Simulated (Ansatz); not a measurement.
Runs of Ansatz 0.2.0 on Se. Symmetry: Pm-3m, No. 221, cubic system. Conventional cell: a = 2.811 Å, b = 2.811 Å, c = 2.811 Å, α = 90.00°, β = 90.00°, γ = 90.00°. Se (site symmetry m-3m) has 6 Se at 2.81 Å as nearest neighbours. This isn't the form of Se at room conditions, which is trigonal, of chains.

```csv
task,level,spin,cell,k mesh,cutoff (eV),points for each segment of the path,gap on the mesh (eV),pressure (GPa),relaxed volume (Å³/atom)
relaxation of cell and atoms,BLYP,off,relaxed,9 × 9 × 9,420,-,none,0.0,24.74
relaxation of cell and atoms,LDA,off,relaxed,9 × 9 × 9,420,-,none,0.0,(b)
band structure,LDA,off,as given,7 × 7 × 7,420,14,none,-3.7,-
relaxation of cell and atoms,r2SCAN,off,relaxed,9 × 9 × 9,500,-,none,0.0,22.44
band structure,LDA,"SOC, no magnetisation",as given,7 × 7 × 7,420,14,none,(a),-
relaxation of cell and atoms,LDA,off,relaxed,7 × 7 × 7,420,-,none,0.0,21.13
```

Alike in all rows: potentials or basis Ansatz PAW; smearing fermi-dirac 0.05 eV.

Problem. Fill in the values left out.

Solution. (a) -3.5; (b) 21.33.

Caveats: the PAW data sets come from PBE, with cores solved anew for the run's functional, which leaves a small shift of forces and pressure; the plane-wave basis is chosen anew once the cell has moved, so the energies of steps on either side of that aren't comparable (some runs).

A k mesh can miss the band edges, and rows without SOC leave out spin-orbit coupling on Se.

A gap of «none» marks a metal or a gap under the smearing width.

Runs at the PBE level aren't shown here.
